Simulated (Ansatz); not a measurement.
A family in space group Im-3m

Level of theory: DFT, PBE, all-electron LAPW, scalar-relativistic (Ansatz 0.2.0).

All cells have space group Im-3m and are held fixed (conventional cell and sites). Prototypes and MP cells are computed structures that needn't be known or stable phases of these compounds. Gaps are the smallest over the k mesh and a high-symmetry path; Bader charges come from PAW runs of the same cells. Open d or f shells run without spin or U come out metallic where the real compound may not be. Semilocal functionals give too small gaps and can close them; gaps under 0.4 eV may also close off the mesh. Rows with a moment start ferromagnetic; other orders may lie lower, and can open a gap.

Spin–orbit coupling is left out, though it moves levels of the heavy atoms by tenths of an eV or more.

Mg: a = 3.58 Å, b = 3.58 Å, c = 3.58 Å; Mg 2a (0.000 0.000 0.000); 13×13×13 mesh, smearing 0.05 eV, bcc type, relaxed by us
Ge: a = 3.37 Å, b = 3.37 Å, c = 3.37 Å; Ge 2a (0.000 0.000 0.000); 20×20×20 mesh, smearing 0.03 eV, bcc type, relaxed by us
Tl: a = 3.88 Å, b = 3.88 Å, c = 3.88 Å; Tl 2a (0.000 0.000 0.000); 13×13×13 mesh, smearing 0.05 eV, COD 9008555, reported
Lu: a = 3.91 Å, b = 3.91 Å, c = 3.91 Å; Lu 2a (0.000 0.000 0.000); 15×15×15 mesh, smearing 0.05 eV, MP-relaxed cell mp-10190
Gd: a = 4.05 Å, b = 4.05 Å, c = 4.05 Å; Gd 2a (0.000 0.000 0.000); 13×13×13 mesh, smearing 0.05 eV, bcc type, relaxed by us
Li: a = 3.50 Å, b = 3.50 Å, c = 3.50 Å; Li 2a (0.000 0.000 0.000); 15×15×15 mesh, smearing 0.08 eV, COD 9011628, measured

```tsv
compound	P (GPa)	gap (eV)	cell moment (μB)
Mg	0.0	none	unpolarised run
Ge	0.0	none	unpolarised run
Lu	-0.3	none	unpolarised run
Gd	0.0	none	7.6
Li	-0.7	none	unpolarised run
```

**Question.** Predict the row of Tl (no spin polarisation).

**Answer.** P (GPa): 2.3, gap (eV): none.
